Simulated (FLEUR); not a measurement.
# InPd (Pm-3m) in FLEUR: notebook

The runs below take InPd through band structure, with r2SCAN, PBEsol.

All numbers are computed with FLEUR MaX-R8.1 (later development tree); they aren't measurements. Logs are shortened: lines on timing, memory, paths and dates and some standing lists are left out, and cuts for length are marked.

**1. The crystal as given**

The structure is cubic, space group Pm-3m (No. 221). Conventional cell: a = 3.272 Å, b = 3.272 Å, c = 3.272 Å, α = 90.00°, β = 90.00°, γ = 90.00°. In (site symmetry m-3m) is surrounded by 8 Pd at 2.83 Å. Around Pd (site symmetry m-3m) lie 8 In at 2.83 Å.

The cell comes from a database or a generator and needn't be the stable form of this composition.

**2. Band structure, r2SCAN**

File inp.xml:

```xml
<?xml version="1.0" encoding="UTF-8" standalone="no"?>
<fleurInput fleurInputVersion="0.39">
   <comment>
      InPd                                                                                                
   </comment>
   <calculationSetup>
      <cutoffs Kmax="4.17" Gmax="12.9" GmaxXC="12.9" numbands="0"/>
      <scfLoop itmax="80" minDistance="0.0001" maxIterBroyd="30" imix="Anderson" alpha="0.05" precondParam="0.0" spinf="2.0" sdNocoIR="T"/>
      <coreElectrons ctail="F" frcor="F" kcrel="0" coretail_lmax="0"/>
      <xcFunctional name="LibXC" relativisticCorrections="F">
         <LibXCName exchange="mgga_x_r2scan" correlation="mgga_c_r2scan"/>
         <AuxGGA exchange="117" correlation="130"/>
      </xcFunctional>
      <magnetism jspins="1"/>
      <soc l_soc="F" theta="0.0" phi="0.0" spav="F"/>
      <expertModes spex="0" secvar="F"/>
      <geometryOptimization l_f="F" forcealpha="1.0" forcemix="BFGS" epsdisp="0.00001" epsforce="0.00001"/>
      <ldaU l_linMix="F" mixParam="0.05" spinf="1.0"/>
   </calculationSetup>
   <cell>
      <bzIntegration valenceElectrons="39.0" mode="hist" fermiSmearingEnergy="0.00183747">
         <kPointListSelection listName="default-1"/>
         <!-- k-points included here -->
         <xi:include xmlns:xi="http://www.w3.org/2001/XInclude" href="kpts.xml"> </xi:include>
      </bzIntegration>
[... 36 lines left out ...]
         </electronConfig>
         <energyParameters s="5" p="5" d="4" f="4"/>
         <lo type="SCLO" l="0" n="4" eDeriv="0"/>
         <lo type="SCLO" l="1" n="4" eDeriv="0"/>
         <lo type="SCLO" l="1" n="4" eDeriv="1"/>
         <lo type="SCLO" l="2" n="4" eDeriv="2"/>
         <lo type="SCLO" l="3" n="4" eDeriv="2"/>
      </species>
   </atomSpecies>
   <atomGroups>
      <atomGroup species="Indium (In)">
         <relPos label="                   1">.0000000000 .0000000000 .0000000000</relPos>
         <force calculate="T" relaxXYZ="TTT"/>
      </atomGroup>
      <atomGroup species="Palladium (Pd)">
         <relPos label="                   2">1.000/2.000 1.000/2.000 1.000/2.000</relPos>
         <force calculate="T" relaxXYZ="TTT"/>
      </atomGroup>
   </atomGroups>
   <output dos="F" band="F" slice="F">
      <checks vchk="F" cdinf="F"/>
      <bandDOS minEnergy="-.5*Htr" maxEnergy="0.5*Htr" sigma="0.015" storeEVData="T"/>
      <vacuumDOS vacdos="F" integ="F" star="F" nstars="0" locx1="0.0" locy1="0.0" locx2="0.0" locy2="0.0" nstm="0" tworkf="0.0"/>
      <unfoldingBand unfoldBand="F" supercellX="1" supercellY="1" supercellZ="1"/>
      <plotting iplot="0" polar="F">
         <plot TwoD="T" vec1="  1.0  0.0  0.0" vec2="  0.0  1.0  0.0" vec3="  0.0  0.0  1.0" zero="  0.0  0.0  0.0" file="plot"/>
      </plotting>
      <chargeDensitySlicing numkpt="0" minEigenval="0.0" maxEigenval="0.0" nnne="0" pallst="F"/>
      <specialOutput eonly="F"/>
      <moessbauerParams electricFieldGradient="T" isomerShift="T" coreHyperfine="T" valenceHyperfine="T"/>
      <magneticCircularDichroism mcd="F" energyLo="-10.0" energyUp="0.0"/>
   </output>
  <!-- We include the file relax.xml here to enable relaxations (see documentation) -->
  <xi:include xmlns:xi="http://www.w3.org/2001/XInclude" href="relax.xml"> <xi:fallback/> </xi:include>
</fleurInput>
```

File crystal.txt:

```
InPd
&input cartesian=F /
3.2718847800  0.0000000000  0.0000000000
0.0000000000  3.2718847800  0.0000000000
0.0000000000  0.0000000000  3.2718847800
1.8897261246
1.0 1.0 1.0

2
49 0.0000000000  0.0000000000  0.0000000000
46 0.5000000000  0.5000000000  0.5000000000

&kpt div1=8 div2=8 div3=8 gamma=T /
```

File inp.xml (bands):

```
<?xml version="1.0" encoding="UTF-8" standalone="no"?>
<fleurInput fleurInputVersion="0.39">
   <comment>
      InPd                                                                                                
   </comment>
   <calculationSetup>
      <cutoffs Kmax="4.17" Gmax="12.9" GmaxXC="12.9" numbands="0"/>
      <scfLoop itmax="80" minDistance="0.0001" maxIterBroyd="30" imix="Anderson" alpha="0.05" precondParam="0.0" spinf="2.0" sdNocoIR="T"/>
      <coreElectrons ctail="F" frcor="F" kcrel="0" coretail_lmax="0"/>
      <xcFunctional name="LibXC" relativisticCorrections="F">
         <LibXCName exchange="mgga_x_r2scan" correlation="mgga_c_r2scan"/>
         <AuxGGA exchange="117" correlation="130"/>
      </xcFunctional>
      <magnetism jspins="1"/>
      <soc l_soc="F" theta="0.0" phi="0.0" spav="F"/>
      <expertModes spex="0" secvar="F"/>
      <geometryOptimization l_f="F" forcealpha="1.0" forcemix="BFGS" epsdisp="0.00001" epsforce="0.00001"/>
      <ldaU l_linMix="F" mixParam="0.05" spinf="1.0"/>
   </calculationSetup>
   <cell>
      <bzIntegration valenceElectrons="39.0" mode="hist" fermiSmearingEnergy="0.00183747">
         <kPointListSelection listName="path-1"/>
         <!-- k-points included here -->
         <xi:include xmlns:xi="http://www.w3.org/2001/XInclude" href="kpts.xml"> </xi:include>
      </bzIntegration>
      <!-- symmetry operations included here -->
[... 35 lines left out ...]
         </electronConfig>
         <energyParameters s="5" p="5" d="4" f="4"/>
         <lo type="SCLO" l="0" n="4" eDeriv="0"/>
         <lo type="SCLO" l="1" n="4" eDeriv="0"/>
         <lo type="SCLO" l="1" n="4" eDeriv="1"/>
         <lo type="SCLO" l="2" n="4" eDeriv="2"/>
         <lo type="SCLO" l="3" n="4" eDeriv="2"/>
      </species>
   </atomSpecies>
   <atomGroups>
      <atomGroup species="Indium (In)">
         <relPos label="                   1">.0000000000 .0000000000 .0000000000</relPos>
         <force calculate="T" relaxXYZ="TTT"/>
      </atomGroup>
      <atomGroup species="Palladium (Pd)">
         <relPos label="                   2">1.000/2.000 1.000/2.000 1.000/2.000</relPos>
         <force calculate="T" relaxXYZ="TTT"/>
      </atomGroup>
   </atomGroups>
   <output dos="F" band="T" slice="F">
      <checks vchk="F" cdinf="F"/>
      <bandDOS minEnergy="-.5*Htr" maxEnergy="0.5*Htr" sigma="0.015" storeEVData="T"/>
      <vacuumDOS vacdos="F" integ="F" star="F" nstars="0" locx1="0.0" locy1="0.0" locx2="0.0" locy2="0.0" nstm="0" tworkf="0.0"/>
      <unfoldingBand unfoldBand="F" supercellX="1" supercellY="1" supercellZ="1"/>
      <plotting iplot="0" polar="F">
         <plot TwoD="T" vec1="  1.0  0.0  0.0" vec2="  0.0  1.0  0.0" vec3="  0.0  0.0  1.0" zero="  0.0  0.0  0.0" file="plot"/>
      </plotting>
      <chargeDensitySlicing numkpt="0" minEigenval="0.0" maxEigenval="0.0" nnne="0" pallst="F"/>
      <specialOutput eonly="F"/>
      <moessbauerParams electricFieldGradient="T" isomerShift="T" coreHyperfine="T" valenceHyperfine="T"/>
      <magneticCircularDichroism mcd="F" energyLo="-10.0" energyUp="0.0"/>
   </output>
  <!-- We include the file relax.xml here to enable relaxations (see documentation) -->
  <xi:include xmlns:xi="http://www.w3.org/2001/XInclude" href="relax.xml"> <xi:fallback/> </xi:include>
</fleurInput>
```

Potentials or basis: all-electron, FLAPW.

On the command line:

```sh
$ inpgen -f crystal.txt -profile fastHighL
$ # inp.xml edited to the form shown
$ fleur_MPI
$ fleur_MPI   # second run, on inp.xml (bands)
```

The program printed:

```text
Welcome to FLEUR        (www.flapw.de)
      MaX-Release 8.1          (www.max-centre.eu)
 func_ids         498         497         498         497
 MetaGGA potential functional detected - V_tau will be computed
 Auxiliary Potential for radial basis: exchange=         117  correlation=         130
The functional 'Re-regularized SCAN exchange by Furness et al' is an exchange functional, it belongs to the 'MGGA' family and is defined in the reference(s):
[1] J. W. Furness, A. D. Kaplan, J. Ning, J. P. Perdew, and J. Sun.,  J. Phys. Chem. Lett. 11, 8208-8215 (2020)
[2] J. W. Furness, A. D. Kaplan, J. Ning, J. P. Perdew, and J. Sun.,  J. Phys. Chem. Lett. 11, 9248-9248 (2020)
The functional 'Re-regularized SCAN correlation by Furness et al' is a correlation functional, it belongs to the 'MGGA' family and is defined in the reference(s):
[1] J. W. Furness, A. D. Kaplan, J. Ning, J. P. Perdew, and J. Sun.,  J. Phys. Chem. Lett. 11, 8208-8215 (2020)
[2] J. W. Furness, A. D. Kaplan, J. Ning, J. P. Perdew, and J. Sun.,  J. Phys. Chem. Lett. 11, 9248-9248 (2020)
 Using same functional for VXC and EXC

 ========== k-point set info ==========
 Selected k-point list: default-1
 k-point list type: mesh
 8 x 8 x 8
 Number of k points: 35

 ------------Calculation Setup---------------------------
 Number of MPI-tasks      :            1
 Number of PE/node        :            1
 Number of OMP-threads    :            1
 Most efficient MPI parallelization for:
           1           5           7          35
 Additional eigenvalue parallelization possible
 Number of basis functions:          374
 Approximate size of matrices (H+S) per k-point:         0.002 GB
 --------------------------------------------------------
The functional 'Hammer, Hansen, and Norskov' is an exchange functional, it belongs to the 'GGA' family and is defined in the reference(s):
[1] B. Hammer, L. B. Hansen, and J. K. Nørskov.,  Phys. Rev. B 59, 7413 (1999)
The functional 'Perdew, Burke & Ernzerhof' is a correlation functional, it belongs to the 'GGA' family and is defined in the reference(s):
[1] J. P. Perdew, K. Burke, and M. Ernzerhof.,  Phys. Rev. Lett. 77, 3865 (1996)
[2] J. P. Perdew, K. Burke, and M. Ernzerhof.,  Phys. Rev. Lett. 78, 1396 (1997)
 Using same functional for VXC and EXC
 Using auxiliary GGA potential for the first iteration of MetaGGA calculation.
 Reset of history
 Reset of history
 Iteration:     1   Distance:      29.65467368 me/bohr^3
The functional 'Hammer, Hansen, and Norskov' is an exchange functional, it belongs to the 'GGA' family and is defined in the reference(s):
[1] B. Hammer, L. B. Hansen, and J. K. Nørskov.,  Phys. Rev. B 59, 7413 (1999)
The functional 'Perdew, Burke & Ernzerhof' is a correlation functional, it belongs to the 'GGA' family and is defined in the reference(s):
[1] J. P. Perdew, K. Burke, and M. Ernzerhof.,  Phys. Rev. Lett. 77, 3865 (1996)
[2] J. P. Perdew, K. Burke, and M. Ernzerhof.,  Phys. Rev. Lett. 78, 1396 (1997)
 Using same functional for VXC and EXC
 Iteration:     2   Distance:      27.93703796 me/bohr^3
The functional 'Hammer, Hansen, and Norskov' is an exchange functional, it belongs to the 'GGA' family and is defined in the reference(s):
[1] B. Hammer, L. B. Hansen, and J. K. Nørskov.,  Phys. Rev. B 59, 7413 (1999)
The functional 'Perdew, Burke & Ernzerhof' is a correlation functional, it belongs to the 'GGA' family and is defined in the reference(s):
[1] J. P. Perdew, K. Burke, and M. Ernzerhof.,  Phys. Rev. Lett. 77, 3865 (1996)
[2] J. P. Perdew, K. Burke, and M. Ernzerhof.,  Phys. Rev. Lett. 78, 1396 (1997)
 Using same functional for VXC and EXC
 Iteration:     3   Distance:      26.52417470 me/bohr^3
The functional 'Hammer, Hansen, and Norskov' is an exchange functional, it belongs to the 'GGA' family and is defined in the reference(s):
[1] B. Hammer, L. B. Hansen, and J. K. Nørskov.,  Phys. Rev. B 59, 7413 (1999)
The functional 'Perdew, Burke & Ernzerhof' is a correlation functional, it belongs to the 'GGA' family and is defined in the reference(s):
[1] J. P. Perdew, K. Burke, and M. Ernzerhof.,  Phys. Rev. Lett. 77, 3865 (1996)
[2] J. P. Perdew, K. Burke, and M. Ernzerhof.,  Phys. Rev. Lett. 78, 1396 (1997)
 Using same functional for VXC and EXC
 Iteration:     4   Distance:       3.95341110 me/bohr^3
The functional 'Hammer, Hansen, and Norskov' is an exchange functional, it belongs to the 'GGA' family and is defined in the reference(s):
[1] B. Hammer, L. B. Hansen, and J. K. Nørskov.,  Phys. Rev. B 59, 7413 (1999)
The functional 'Perdew, Burke & Ernzerhof' is a correlation functional, it belongs to the 'GGA' family and is defined in the reference(s):
[1] J. P. Perdew, K. Burke, and M. Ernzerhof.,  Phys. Rev. Lett. 77, 3865 (1996)
[2] J. P. Perdew, K. Burke, and M. Ernzerhof.,  Phys. Rev. Lett. 78, 1396 (1997)
 Using same functional for VXC and EXC
 Iteration:     5   Distance:       1.71196101 me/bohr^3
The functional 'Hammer, Hansen, and Norskov' is an exchange functional, it belongs to the 'GGA' family and is defined in the reference(s):
[1] B. Hammer, L. B. Hansen, and J. K. Nørskov.,  Phys. Rev. B 59, 7413 (1999)
The functional 'Perdew, Burke & Ernzerhof' is a correlation functional, it belongs to the 'GGA' family and is defined in the reference(s):
[1] J. P. Perdew, K. Burke, and M. Ernzerhof.,  Phys. Rev. Lett. 77, 3865 (1996)
[2] J. P. Perdew, K. Burke, and M. Ernzerhof.,  Phys. Rev. Lett. 78, 1396 (1997)
 Using same functional for VXC and EXC
 Iteration:     6   Distance:       1.24639960 me/bohr^3
The functional 'Hammer, Hansen, and Norskov' is an exchange functional, it belongs to the 'GGA' family and is defined in the reference(s):
[1] B. Hammer, L. B. Hansen, and J. K. Nørskov.,  Phys. Rev. B 59, 7413 (1999)
The functional 'Perdew, Burke & Ernzerhof' is a correlation functional, it belongs to the 'GGA' family and is defined in the reference(s):
[1] J. P. Perdew, K. Burke, and M. Ernzerhof.,  Phys. Rev. Lett. 77, 3865 (1996)
[2] J. P. Perdew, K. Burke, and M. Ernzerhof.,  Phys. Rev. Lett. 78, 1396 (1997)
 Using same functional for VXC and EXC
[... 26 lines left out ...]
[2] J. P. Perdew, K. Burke, and M. Ernzerhof.,  Phys. Rev. Lett. 78, 1396 (1997)
 Using same functional for VXC and EXC
 Iteration:    11   Distance:       0.02546548 me/bohr^3
The functional 'Hammer, Hansen, and Norskov' is an exchange functional, it belongs to the 'GGA' family and is defined in the reference(s):
[1] B. Hammer, L. B. Hansen, and J. K. Nørskov.,  Phys. Rev. B 59, 7413 (1999)
The functional 'Perdew, Burke & Ernzerhof' is a correlation functional, it belongs to the 'GGA' family and is defined in the reference(s):
[1] J. P. Perdew, K. Burke, and M. Ernzerhof.,  Phys. Rev. Lett. 77, 3865 (1996)
[2] J. P. Perdew, K. Burke, and M. Ernzerhof.,  Phys. Rev. Lett. 78, 1396 (1997)
 Using same functional for VXC and EXC
 Iteration:    12   Distance:       0.00353830 me/bohr^3
The functional 'Hammer, Hansen, and Norskov' is an exchange functional, it belongs to the 'GGA' family and is defined in the reference(s):
[1] B. Hammer, L. B. Hansen, and J. K. Nørskov.,  Phys. Rev. B 59, 7413 (1999)
The functional 'Perdew, Burke & Ernzerhof' is a correlation functional, it belongs to the 'GGA' family and is defined in the reference(s):
[1] J. P. Perdew, K. Burke, and M. Ernzerhof.,  Phys. Rev. Lett. 77, 3865 (1996)
[2] J. P. Perdew, K. Burke, and M. Ernzerhof.,  Phys. Rev. Lett. 78, 1396 (1997)
 Using same functional for VXC and EXC
 Iteration:    13   Distance:       0.00372479 me/bohr^3
The functional 'Hammer, Hansen, and Norskov' is an exchange functional, it belongs to the 'GGA' family and is defined in the reference(s):
[1] B. Hammer, L. B. Hansen, and J. K. Nørskov.,  Phys. Rev. B 59, 7413 (1999)
The functional 'Perdew, Burke & Ernzerhof' is a correlation functional, it belongs to the 'GGA' family and is defined in the reference(s):
[1] J. P. Perdew, K. Burke, and M. Ernzerhof.,  Phys. Rev. Lett. 77, 3865 (1996)
[2] J. P. Perdew, K. Burke, and M. Ernzerhof.,  Phys. Rev. Lett. 78, 1396 (1997)
 Using same functional for VXC and EXC
 Iteration:    14   Distance:       0.00078265 me/bohr^3
The functional 'Hammer, Hansen, and Norskov' is an exchange functional, it belongs to the 'GGA' family and is defined in the reference(s):
[1] B. Hammer, L. B. Hansen, and J. K. Nørskov.,  Phys. Rev. B 59, 7413 (1999)
The functional 'Perdew, Burke & Ernzerhof' is a correlation functional, it belongs to the 'GGA' family and is defined in the reference(s):
[1] J. P. Perdew, K. Burke, and M. Ernzerhof.,  Phys. Rev. Lett. 77, 3865 (1996)
[2] J. P. Perdew, K. Burke, and M. Ernzerhof.,  Phys. Rev. Lett. 78, 1396 (1997)
 Using same functional for VXC and EXC
 Iteration:    15   Distance:       0.00006224 me/bohr^3

 ********************************************************************
 Run finished successfully
 Stop message:
   all done
 ********************************************************************
```

Wall time 40 s (1 thread of Arm Neoverse V2, shared host); peak memory 0.09 GiB.

What came out:

| Quantity | Value |
| --- | --- |
| Free energy | -297436.2782 eV |
| Band gap along the path | none (metal or under the smearing width) |
| Valence electrons inside the program's atomic spheres | In 18.80; Pd 17.25 (radii In 2.35, Pd 2.61 bohr) |

Levels at the corners of the path, in eV from the Fermi level:
```tsv
point	band 17	band 18	band 19	band 20	band 21	band 22
Γ	-2.32	-2.32	-2.32	4.61	4.61	4.61
X	-3.33	-3.33	-2.39	-1.11	10.20	10.20
M	-2.75	-2.31	-2.31	-1.74	1.70	2.72
Γ	-2.32	-2.32	-2.32	4.61	4.61	4.61
R	-1.70	-1.70	0.33	4.08	4.08	4.08
X	-3.33	-3.33	-2.39	-1.11	10.20	10.20
M	-2.75	-2.31	-2.31	-1.74	1.70	2.72
R	-1.70	-1.70	0.33	4.08	4.08	4.08
```

Core levels (eV from the Fermi level):
```csv
atom,levels
1 In,"1s1/2 -27734.6, 2s1/2 -4148.0, 2p1/2 -3867.4, 2p3/2 -3656.5, 3s1/2 -783.8, 3p1/2 -670.7, 3p3/2 -632.6, 3d3/2 -432.7, 3d5/2 -424.9"
2 Pd,"1s1/2 -24153.4, 2s1/2 -3524.9, 2p1/2 -3268.9, 2p3/2 -3109.5, 3s1/2 -634.8, 3p1/2 -533.9, 3p3/2 -506.1, 3d3/2 -327.6, 3d5/2 -322.1"
```

Caveat: the meta-GGA is that of a development version, with a GGA for the radial functions and cores and without core tails; spin-orbit coupling is left out, which moves the levels of the heavy elements.

**3. Band structure, r2SCAN, spin-orbit coupling, no magnetisation**

Changes to inp.xml since step 2:

```diff
@@ -6,3 +6,3 @@
    <calculationSetup>
-      <cutoffs Kmax="4.17" Gmax="12.9" GmaxXC="12.9" numbands="0"/>
+      <cutoffs Kmax="4.17" Gmax="12.9" GmaxXC="12.9" numbands="all"/>
       <scfLoop itmax="80" minDistance="0.0001" maxIterBroyd="30" imix="Anderson" alpha="0.05" precondParam="0.0" spinf="2.0" sdNocoIR="T"/>
@@ -14,3 +14,3 @@
       <magnetism jspins="1"/>
-      <soc l_soc="F" theta="0.0" phi="0.0" spav="F"/>
+      <soc l_soc="T" theta="0.0" phi="0.0" spav="F"/>
       <expertModes spex="0" secvar="F"/>
```

crystal.txt: that of step 2 with these lines changed.

```diff
@@ -12,2 +12,3 @@
 
-&kpt div1=8 div2=8 div3=8 gamma=T /
+&soc 0.0 0.0 /
+&kpt div1=6 div2=6 div3=6 gamma=T /
```

Changes to inp.xml (bands) since step 2:

```diff
@@ -6,3 +6,3 @@
    <calculationSetup>
-      <cutoffs Kmax="4.17" Gmax="12.9" GmaxXC="12.9" numbands="0"/>
+      <cutoffs Kmax="4.17" Gmax="12.9" GmaxXC="12.9" numbands="all"/>
       <scfLoop itmax="80" minDistance="0.0001" maxIterBroyd="30" imix="Anderson" alpha="0.05" precondParam="0.0" spinf="2.0" sdNocoIR="T"/>
@@ -14,3 +14,3 @@
       <magnetism jspins="1"/>
-      <soc l_soc="F" theta="0.0" phi="0.0" spav="F"/>
+      <soc l_soc="T" theta="0.0" phi="0.0" spav="F"/>
       <expertModes spex="0" secvar="F"/>
```

Potentials or basis: all-electron, FLAPW.

On the command line:

```sh
$ inpgen -f crystal.txt -profile fastHighL
$ # inp.xml edited to the form shown
$ fleur_MPI
$ fleur_MPI   # second run, on inp.xml (bands)
```

It took 18 min on 1 thread of Arm Neoverse V2, shared host; peak memory 0.31 GiB.

Results (log left out):

```
Free energy                                           : -297436.7401 eV
Band gap along the path                               : none (metal or under the smearing width)
Valence electrons inside the program's atomic spheres : In 18.80; Pd 17.24 (radii In 2.35, Pd 2.61 bohr)
```

Levels at the corners of the path, in eV from the Fermi level:
```
point  band 36  band 37  band 38  band 39  band 40  band 41
    Γ    -2.59    -2.31    -2.31     3.99     3.99     4.69
    X    -3.41    -2.55    -2.55    -1.27    -1.27     9.73
    M    -2.50    -2.42    -2.42    -1.92    -1.92     1.54
    Γ    -2.59    -2.31    -2.31     3.99     3.99     4.69
    R    -1.89     0.19     0.19     3.70     3.70     4.04
    X    -3.41    -2.55    -2.55    -1.27    -1.27     9.73
    M    -2.50    -2.42    -2.42    -1.92    -1.92     1.54
    R    -1.89     0.19     0.19     3.70     3.70     4.04
```

Core levels (eV from the Fermi level):
```tsv
atom	levels
1 In	1s1/2 -27734.7, 2s1/2 -4148.1, 2p1/2 -3867.5, 2p3/2 -3656.7, 3s1/2 -784.0, 3p1/2 -670.8, 3p3/2 -632.7, 3d3/2 -432.8, 3d5/2 -425.0
2 Pd	1s1/2 -24153.6, 2s1/2 -3525.1, 2p1/2 -3269.1, 2p3/2 -3109.8, 3s1/2 -635.0, 3p1/2 -534.1, 3p3/2 -506.3, 3d3/2 -327.8, 3d5/2 -322.3
```

Caveat: the meta-GGA is that of a development version, with a GGA for the radial functions and cores and without core tails.

[end of part 1 of 4]
